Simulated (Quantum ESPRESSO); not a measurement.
Equation of state of Nb4C3 under LDA

```cif
data_structure
_symmetry_space_group_name_H-M 'P 1'
_symmetry_Int_Tables_number 1
_cell_length_a 4.4708
_cell_length_b 4.4708
_cell_length_c 4.4708
_cell_angle_alpha 90.000
_cell_angle_beta 90.000
_cell_angle_gamma 90.000
_cell_volume 89.36
loop_
_atom_site_label
_atom_site_type_symbol
_atom_site_fract_x
_atom_site_fract_y
_atom_site_fract_z
_atom_site_occupancy
Nb1 Nb 0.50000 0.50000 0.50000 1
Nb2 Nb 0.50000 0.00000 0.00000 1
Nb3 Nb 0.00000 0.00000 0.50000 1
Nb4 Nb 0.00000 0.50000 0.00000 1
C1 C 0.00000 0.50000 0.50000 1
C2 C 0.50000 0.50000 0.00000 1
C3 C 0.50000 0.00000 0.50000 1
```

The cell comes from a database or a generator and needn't be the stable form of this composition.

The cell was scaled at fixed shape and fractions and run with Quantum ESPRESSO, GBRV 1.5 LDA, cutoff 612 eV; LDA, k mesh 6 × 6 × 6 on the cell of 7 atoms, fermi-dirac occupations of 0.05 eV, no spin polarisation, no spin-orbit coupling. Energies are those that the program minimises, any entropy of the smearing included. For a metal such a mesh isn't converged to the digits shown.

```csv
V (Å³/atom),energy over the lowest row (meV/atom)
11.9998,0.00
12.2552,1.16
12.5105,?
12.7658,30.73
13.0211,57.18
13.2764,90.33
13.5317,129.52
```

Fit the third-order Birch-Murnaghan form, give V0, B0 and B′, and predict the energy left open.

With y = (V0/V)^(2/3), E = E0 + (9 V0 B0/16) [(y - 1)³ B′ + (y - 1)² (6 - 4y)]. Least squares through the rows shown give V0 = 12.0962 Å³/atom, E0 = -0.73 meV, B0 = 299.2 GPa (1 eV/Å³ = 160.218 GPa) and B′ = 4.34, with a largest miss of 0.03 meV. At V = 12.5105 the form with these constants gives 11.75 meV; the run gave 11.74 meV an atom.
